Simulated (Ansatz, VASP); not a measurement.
# Two plane-wave programs on HfC

```xyz
4
Lattice="3.8455 0.0000 0.0000 -1.9228 3.3303 0.0000 0.0000 0.0000 4.6591" Properties=species:S:1:pos:R:3 pbc="T T T"
Hf    1.9228    1.1101    2.0780
Hf    0.0000    2.2202    4.4076
C     1.9228    1.1101    4.3323
C     0.0000    2.2202    2.0027
```

Change from the starting cell: species swapped into the CdSe type (P6_3mc, No. 186).

Alike in both runs: functional PBE; k mesh 6 × 6 × 4; occupations gaussian, width 0.1 eV; no spin polarisation.

Ansatz relaxed the structure, and its values are those at the end. VASP's run is a single point on that final structure, the one shown.

|  | VASP | Ansatz |
| --- | --- | --- |
| version | VASP 6.6.1 | Ansatz 0.2.0 |
| potentials or method | VASP PAW PBE potentials, release 64 (Hf_pv, C) | scalar-relativistic, plane waves, PAW |
| plane-wave cutoff (eV) | 520 | 420 |
| valence electrons in the cell | 28 | 60 |

Ansatz gave:

* gap on the k mesh at the Fermi level (eV): none
* pressure (GPa): 0.1
* rms of the force components (eV/Å): 0.006

**Question.** Estimate VASP's values.

**Answer.** gap on the k mesh at the Fermi level (eV): none; pressure (GPa): -0.5; rms of the force components (eV/Å): 0.003.

A gap of «none» marks a metal or a gap that the smearing closes. The two sets of potentials don't hold the same shells in valence.

Spin-orbit coupling is left out, which matters for the levels of Hf.
